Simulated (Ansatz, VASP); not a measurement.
**One calculation of C, two programs**

```
C
1.0
    -1.19729    1.17358    1.19732
     1.19729   -1.17358    1.19732
     1.19729    1.17358   -1.19732
C
1
Direct
  0.00000 0.50000 0.50000
```

Alike in both runs: functional PBE; k mesh 12 × 12 × 12; occupations gaussian, width 0.1 eV; no spin polarisation.

Ansatz relaxed the structure, and its values are those at the end. VASP's run is a single point on that final structure, the one shown.

```csv
,VASP,Ansatz
version,VASP 6.6.1,Ansatz 0.2.0
potentials or method,"VASP PAW PBE potentials, release 64 (C)","scalar-relativistic, plane waves, PAW"
plane-wave cutoff (eV),520,420
valence electrons in the cell,4,4
```

|  | VASP | Ansatz | Ansatz less VASP |
| --- | --- | --- | --- |
| gap on the k mesh at the Fermi level (eV) | none | none | - |
| pressure (GPa) | 0.1 | 0.0 | -0.11 |

A gap of «none» marks a metal or a gap that the smearing closes. The functional is the same, so the differences come from potentials, cutoffs and numerics.
